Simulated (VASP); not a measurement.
Method: PBEsol GGA, VASP's PBE PAW potentials (set 64) (plane waves; VASP 6.6.1).

Input for VASP

### INCAR
```
IBRION = 2   # conjugate gradients
GGA = PS   # PBEsol
NSW = 60   # most ionic steps
ALGO = Normal   # blocked Davidson
LCHARG = .False.
PREC = Accurate
ENCUT = 480   # plane-wave cut-off (eV)
NELM = 100   # most electronic steps
LREAL = .False.   # projection in real space or not
SIGMA = 0.05   # width (eV)
SYSTEM = CsI
EDIFF = 1E-6
LMAXMIX = 4   # l cut-off of mixed one-centre charges
ISMEAR = 0   # Gaussian
LWAVE = .False.
LASPH = .True.   # aspherical one-centre terms
EDIFFG = -0.01
ISIF = 3   # ions, shape and volume
```

File KPOINTS:
```
Automatic mesh
0
Gamma
5 5 5
0 0 0
```

File POSCAR:
```
CsI
1.0
  4.5169791301   0.0000000000   0.0000000000
  0.0000000000   4.5169791301   0.0000000000
  0.0000000000   0.0000000000   4.5169791301
Cs I
1 1
direct
  0.0000000000   0.0000000000   0.0000000000
  0.5000000000   0.5000000000   0.5000000000
```

POTCAR, in this order: Cs_sv I (PBE.64 set). Program: vasp_std.

Output of the run:

File OUTCAR:
```
 ion  position               nearest neighbor table
   1  0.000  0.000  0.000-
   2  0.500  0.500  0.500-
  LATTYP: Found a simple cubic cell.
 ALAT       =     4.5169791301
 Subroutine PRICEL returns:
 Original cell was already a primitive cell.
 Subroutine GETGRP returns: Found 48 space group operations
The static configuration has the point symmetry O_h .
The dynamic configuration has the point symmetry O_h .
 Subroutine INISYM returns: Found 48 space group operations
 Subroutine IBZKPT returns following result:
 Found     10 irreducible k-points:

 Following reciprocal coordinates:
            Coordinates               Weight
  0.000000  0.000000  0.000000      1.000000
  0.200000  0.000000  0.000000      6.000000
  0.400000  0.000000  0.000000      6.000000
  0.200000  0.200000  0.000000     12.000000
  0.400000  0.200000  0.000000     24.000000
  0.400000  0.400000  0.000000     12.000000
  0.200000  0.200000  0.200000      8.000000
  0.400000  0.200000  0.200000     24.000000
  0.400000  0.400000  0.200000     24.000000
  0.400000  0.400000  0.400000      8.000000
   k-points           NKPTS =     10   k-points in BZ     NKDIM =     10   number of bands    NBANDS=     12
   number of dos      NEDOS =    301   number of ions     NIONS =      2
   total plane-waves  NPLWV =  32768
   dimension x,y,z NGX =    32 NGY =   32 NGZ =   32
   dimension x,y,z NGXF=    64 NGYF=   64 NGZF=   64
   ions per type =               1   1
   PREC   = accura    normal or accurate (medium, high low for compatibility)
   ISTART =      0    job   : 0-new  1-cont  2-samecut
   ICHARG =      2    charge: 1-file 2-atom 10-const
   ISPIN  =      1    spin polarized calculation?
   LNONCOLLINEAR =      F non collinear calculations
   LSORBIT =      F    spin-orbit coupling
   INIWAV =      1    electr: 0-lowe 1-rand  2-diag
   ENCUT  =  480.0 eV  35.28 Ry    5.94 a.u.   8.07  8.07  8.07*2*pi/ulx,y,z
   NELM   =    100;   NELMIN=  2; NELMDL= -5     # of ELM steps
   EDIFF  = 0.1E-05   stopping-criterion for ELM
   LREAL  =      F    real-space projection
   NLSPLINE    = F    spline interpolate recip. space projectors
   LMAXMIX     =    4 max onsite mixed and CHGCAR
   VOSKOWN=      0    Vosko Wilk Nusair interpolation
   EDIFFG = -.1E-01   stopping-criterion for IOM
   NSW    =     60    number of steps for IOM
   NBLOCK =      1;   KBLOCK =     60    inner block; outer block
   IBRION =      2    ionic relax: 0-MD 1-quasi-New 2-CG
   NFREE  =      1    steps in history (QN), initial steepest desc. (CG)
   ISIF   =      3    stress and relaxation
   ISYM   =      2    0-nonsym 1-usesym 2-fastsym
   TEIN   =    0.0    initial temperature
   TEBEG  =    0.0;   TEEND  =   0.0 temperature during run
   SMASS  =  -3.00    Nose mass-parameter (am)
   PSTRESS=    0.0 pullay stress
   NELECT =      16.0000    total number of electrons
   EFERMI =   0.00;   METHOD = LEGACY
   ISMEAR =     0;   SIGMA  =   0.05  broadening in eV -4-tet -1-fermi 0-gaus
   IALGO  =     38    algorithm
   LDIAG  =      T    sub-space diagonalisation (order eigenvalues)
   IMIX   =      4    mixing-type and parameters
     AMIX     =   0.40;   BMIX     =  1.00
     AMIX_MAG =   1.60;   BMIX_MAG =  1.00
     AMIN     =   0.10
   GGA     = PS    functional components
   VOSKOWN =     0    Vosko Wilk Nusair interpolation
   LHFCALC =     F    Hartree Fock is set to
   LHFONE  =     F    Hartree Fock one center treatment
   AEXX    =    0.0000 exact exchange contribution
   IVDW    =     0    specifies the selected vdW correction
   LEPSILON=     F    determine dielectric tensor
   LRPA    =     F    only Hartree local field effects (RPA)
  energy-cutoff  :      480.00
...
```

### OSZICAR
```
       N       E                     dE             d eps       ncg     rms          rms(c)
DAV:   1     0.886196661084E+02    0.88620E+02   -0.58835E+03   240   0.102E+03
DAV:   2     0.590934852847E+00   -0.88029E+02   -0.82634E+02   372   0.164E+02
DAV:   3    -0.581625455362E+01   -0.64072E+01   -0.63730E+01   300   0.515E+01
DAV:   4    -0.590425794007E+01   -0.88003E-01   -0.87984E-01   284   0.735E+00
DAV:   5    -0.590528276604E+01   -0.10248E-02   -0.10248E-02   296   0.862E-01    0.140E+00
DAV:   6    -0.579606723853E+01    0.10922E+00   -0.14495E-01   272   0.186E+00    0.101E+00
DAV:   7    -0.577202832896E+01    0.24039E-01   -0.11484E-01   268   0.169E+00    0.489E-01
DAV:   8    -0.577390835977E+01   -0.18800E-02   -0.77110E-03   276   0.570E-01    0.815E-02
DAV:   9    -0.577413096071E+01   -0.22260E-03   -0.56997E-04   280   0.164E-01    0.591E-02
DAV:  10    -0.577419922247E+01   -0.68262E-04   -0.11549E-04   288   0.654E-02    0.126E-02
DAV:  11    -0.577419794937E+01    0.12731E-05   -0.33955E-05   276   0.303E-02    0.416E-03
DAV:  12    -0.577419814808E+01   -0.19871E-06   -0.28969E-06   268   0.113E-02
   1 F= -.57741981E+01 E0= -.57741981E+01  d E =-.577420E+01
```

OUTCAR:
```
------------------------ aborting loop because EDIFF is reached ----------------------------------------
  FORCE on cell =-STRESS in cart. coord.  units (eV):
  Direction    XX          YY          ZZ          XY          YZ          ZX
  --------------------------------------------------------------------------------------
  Total       -0.0170361     -0.0170361     -0.0170361      0.0000000      0.0000000      0.0000000
  in kB       -0.2961663     -0.2961663     -0.2961663      0.0000000      0.0000000      0.0000000
  external PRESSURE =      -0.2961663 kB  Pullay stress =       0.0000000 kB
  volume of cell :       92.16
      direct lattice vectors                 reciprocal lattice vectors
     4.516979130  0.000000000  0.000000000     0.221386898  0.000000000  0.000000000
     0.000000000  4.516979130  0.000000000     0.000000000  0.221386898  0.000000000
     0.000000000  0.000000000  4.516979130     0.000000000  0.000000000  0.221386898
 POSITION                                       TOTAL-FORCE (eV/Angst)
 -----------------------------------------------------------------------------------
      0.00000      0.00000      0.00000         0.000000      0.000000      0.000000
      2.25849      2.25849      2.25849         0.000000      0.000000      0.000000
 -----------------------------------------------------------------------------------
    total drift:                                0.000000      0.000000     -0.000000
  FREE ENERGIE OF THE ION-ELECTRON SYSTEM (eV)
  ---------------------------------------------------
  free  energy   TOTEN  =        -5.7741981481 eV

  energy  without entropy=       -5.7741981481  energy(sigma->0) =       -5.77419815

 reached required accuracy - stopping structural energy minimisation
```
(Selected blocks of OUTCAR.)

The compound is CsI in the CsCl type structure. It was relaxed first. The start is the result of an earlier pass.
